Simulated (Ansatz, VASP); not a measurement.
## Two plane-wave programs on SiC

File INCAR:

```
SYSTEM = SiC
PREC     = Accurate       ! precision mode
ENCUT    = 520            ! plane-wave cutoff, eV
EDIFF    = 1E-6           ! SCF threshold, eV
ISMEAR   = 0              ! smearing method
SIGMA    = 0.05           ! smearing width, eV
LREAL    = .False.        ! projectors in reciprocal space
LASPH    = .True.         ! aspherical terms in the spheres
NELM     = 80             ! most SCF steps
ALGO     = Normal         ! electronic algorithm
ISIF     = 2              ! what is computed and relaxed
LWAVE    = .False.        ! write WAVECAR
LCHARG   = .False.        ! write CHGCAR
GGA      = PS             ! functional
NBANDS   = 11             ! bands
```

File KPOINTS:

```
regular mesh
0
Gamma
  10 10 10
  0 0 0
```

POSCAR

```
SiC
1.0
    0.0000000000      2.1783945700      2.1783945700
    2.1783945700      0.0000000000      2.1783945700
    2.1783945700      2.1783945700      0.0000000000
Si C
1 1
Direct
   -0.0047117196      0.0047117196      0.0047117196
    0.7610172878      0.7389827122      0.7389827122
```

Input for Ansatz:

```yaml
crystal:
  lattice:
    - [0.0, 2.17839457, 2.17839457]
    - [2.17839457, 0.0, 2.17839457]
    - [2.17839457, 2.17839457, 0.0]
  atoms:
    - { symbol: Si, position: [-0.0047117196, 0.0047117196, 0.0047117196] }
    - { symbol: C, position: [0.7610172878, 0.7389827122, 0.7389827122] }
basis:
  ecutwfc: 520.0
kpoints:
  mp_grid: { grid: [10, 10, 10] }
hamiltonian:
  xc: pbesol
  pseudopotentials: { kind: paw, azcp: { folder: soft_1 } }
scf:
  occupations: { method: gaussian, width: 0.05 }
output:
  forces: true
  stress: true
  eigenvalues: true
```

Change from the starting cell: mode 4 frozen in at -0.048 Å and mode 5 at +0.000 Å (largest displacements).

Alike in both runs: task single point; functional PBEsol; k mesh 10 × 10 × 10; occupations gaussian, width 0.05 eV; no spin polarisation.

|  | VASP | Ansatz |
| --- | --- | --- |
| version | VASP 6.6.1 | Ansatz 0.2.0 |
| potentials or method | VASP PAW PBE potentials, release 64 (Si, C) | scalar-relativistic, plane waves, PAW |
| plane-wave cutoff (eV) | 520 | 520 |
| valence electrons in the cell | 8 | 8 |

|  | VASP | Ansatz | Ansatz less VASP |
| --- | --- | --- | --- |
| gap on the k mesh at the Fermi level (eV) | 0.91 | 0.92 | +0.009 |
| least direct gap on the mesh (eV) | 4.28 | 4.29 | +0.013 |
| pressure (GPa) | 0.9 | 0.6 | -0.35 |
| largest component of the traceless stress (GPa) | 4.59 | 4.53 | -0.059 |
| rms of the force components (eV/Å) | 0.755 | 0.753 | -0.0025 |

Atom by atom the forces differ by 0.002 eV/Å (rms over components). With one functional, cell and mesh, what is left measures potentials, basis and numerics. Ansatz warned: «pseudo_functional_mismatch».

Caveats: the PAW data sets were made with another functional, which shifts forces and pressure a little (VASP). A k mesh can miss the band edges.
